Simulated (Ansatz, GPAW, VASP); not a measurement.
## Al: programs and potentials compared

```
Al
1.0
    -1.59122    1.59122    1.59122
     1.59122   -1.59122    1.59122
     1.59122    1.59122   -1.59122
Al
1
Cartesian
  0.0000 0.0000 0.0000
```

This isn't the form of Al at room conditions, which is fcc.

Alike in all runs: task single point; functional LDA; k mesh 12 × 12 × 12; occupations gaussian, width 0.02 eV; no spin polarisation; no spin-orbit coupling. LDA stands for any of its common fits. Pressure is positive in compression and, in plane waves, holds the error of the finite cutoff.

| program and potentials | plane-wave cutoff (eV) | notes | band gap (eV) | pressure (GPa) |
| --- | --- | --- | --- | --- |
| GPAW, the program's PAW data sets (release 1.2.1) made for this functional | 600 | - | no gap | 0.67 |
| Ansatz, all-electron LAPW, scalar-relativistic | - | - | no gap | 0.50 |
| VASP, LDA PAW files Al, 520 eV | 520 | - | no gap | 0.56 |

None finds a gap. The pressure spans 0.50 (Ansatz, all-electron LAPW, scalar-relativistic) to 0.67 GPa (GPAW, the program's PAW data sets (release 1.2.1) made for this functional), with all-electron results at 0.50.

The functional is the same throughout but for its coding, so the spread measures potentials, basis and numerics; runs on potential files found faulty are left out.

All three runs give a metal under slight compression, so the cell lies just below the volume at which LDA would leave bcc Al free of pressure. The metallic result follows from electron count: with three valence electrons per one-atom primitive cell and spin-paired bands, at least one band must be partly filled. The broad, nearly free-electron 3s–3p bands make this insensitive to the details of the potential.

Both PAW results lie above the all-electron 0.50 GPa, but the differences are small against the stiffness of aluminium and would shift the equilibrium lattice parameter only marginally. Such agreement is plausible for an element with a compact, neon-like core well separated from smooth valence states, which a frozen-core description handles well.

A pressure near zero shows only that the energy is almost stationary with respect to volume. Cubic symmetry removes any shear stress whether or not the lattice resists shear, so these values don't bear on the known instability of bcc Al towards tetragonal distortion into fcc.
